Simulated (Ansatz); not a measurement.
## A series in volume scale on NiO

Results calculated with Ansatz 0.2.0, not measured. Periodic Kohn-Sham DFT of a crystal at fixed atoms, scaled to volume_scale times the given cell; pressure positive in compression, energy less spherical unpolarised free atoms, largest_vzz the field gradient of largest size among the nuclei.

The cell before it is scaled or strained (space group Fm-3m, No. 225):
```
CELL_PARAMETERS angstrom
0.00000 2.09130 2.09130
2.09130 0.00000 2.09130
2.09130 2.09130 0.00000
ATOMIC_POSITIONS crystal
Ni 0.00000 0.00000 0.00000
O 0.50000 0.50000 0.50000
```

Settings of every row: method all-electron LAPW; functional PBE; relativity scalar; k mesh 17x17x17; filling fermi-dirac; smearing width 0.03 eV; basis error target 1 meV/atom; nucleus gaussian.

Atom:
```
element  start moment (bohr magneton)
     Ni                           1.5
      O                             0
```

Limits: semilocal functional can close the gap of open d or f salts; with one magnetic atom in the cell only parallel moments are possible.

```
row  volume scale  V (Å³/atom)  pressure (GPa)  energy less free atoms (eV/atom)  cell moment (bohr magneton)
  1          0.94        8.598           17.66                            -6.522                         1.62
  2          0.95        8.689          15.209                           -6.5313                        1.652
  3          0.96        8.781          12.871                           -6.5394                        1.681
  4          0.98        8.963           8.538                           -6.5515                        1.735
  5          0.99        9.055           6.563                           -6.5558                        1.762
  6             1        9.147             4.7                            -6.559                         1.79
  7          1.01        9.238           2.924                           -6.5612                        1.816
  8          1.02        9.329           1.222                           -6.5624                         1.84
  9          1.04        9.512          -2.014                           -6.5619                        1.878
 10          1.05        9.604               ?                                 ?                            ?
 11          1.06        9.695          -5.009                           -6.5579                        1.906
```

Question: what pressure and energy less free atoms should row 10 give?

Worked fit of pressure. Take u = (V_r/V)^(2/3) − 1 with V_r = 9.101 Å³ an atom, which is twice the finite (Eulerian) strain; such expansions in the strain, on which the Birch-Murnaghan equation of state is built, carry the rest volume and the bulk modulus. The shown rows have u = 0.03863, 0.03137, 0.02415, 0.01024, 0.00338, -0.00336, -0.00991, -0.01636, -0.02902, -0.04127. Least squares give pressure = 5.6253 + 280.107 × u + 688.6 × u² + 3500 × u³ GPa; a parabola predicts inner rows, each left out in turn, worse (root mean square 0.053 against 0.026 GPa). The rows lie off it by -0.015, 0.011, 0.030, -0.032, -0.017, 0.008, 0.010, 0.010, -0.005, -0.001 (root mean square 0.017 GPa). The pressure vanishes at u = -0.0211, or V = 9.396 Å³ an atom, and there the bulk modulus at fixed shape and fractions is B = −V dP/dV = (2/3)(1 + u) dP/du = 167 GPa. The withheld row has u = -0.03523, so the fit gives 5.6253 + 280.107 × (-0.03523) + 688.6 × (-0.03523)² + 3500 × (-0.03523)³ = -3.541 GPa.

The calculation gave -3.542 GPa. The fit lies 0.001 GPa (0.0044 % of the column's range) above it, one unit of the last digit.

Worked fit of energy less free atoms. Take u = (V_r/V)^(2/3) − 1 with V_r = 9.101 Å³ an atom, which is twice the finite (Eulerian) strain; such expansions in the strain, on which the Birch-Murnaghan equation of state is built, carry the rest volume and the bulk modulus. The shown rows have u = 0.03863, 0.03137, 0.02415, 0.01024, 0.00338, -0.00336, -0.00991, -0.01636, -0.02902, -0.04127. Least squares give energy less free atoms = −6.55758 + 0.4793 × u + 11.418 × u² eV/atom; a straight line predicts inner rows, each left out in turn, worse (root mean square 0.0058 against 4.5e-05 eV/atom). The rows lie off it by 0.0000, 0.0000, -0.0001, 0.0000, 0.0000, 0.0001, 0.0000, 0.0000, 0.0000, 0.0000. Its lowest point lies at u = -0.0210, or V = 9.395 Å³ an atom, and the curvature there gives the bulk modulus at fixed shape and fractions, B = (4/9)(1 + u)² E″(u)/V = 166 GPa. The withheld row has u = -0.03523, so the fit gives −6.55758 + 0.4793 × (-0.03523) + 11.418 × (-0.03523)² = -6.5603 eV/atom.

The calculation gave -6.5603 eV/atom. The fit meets it to the printed digit.

The other values of row 10: cell moment 1.893 bohr magneton.
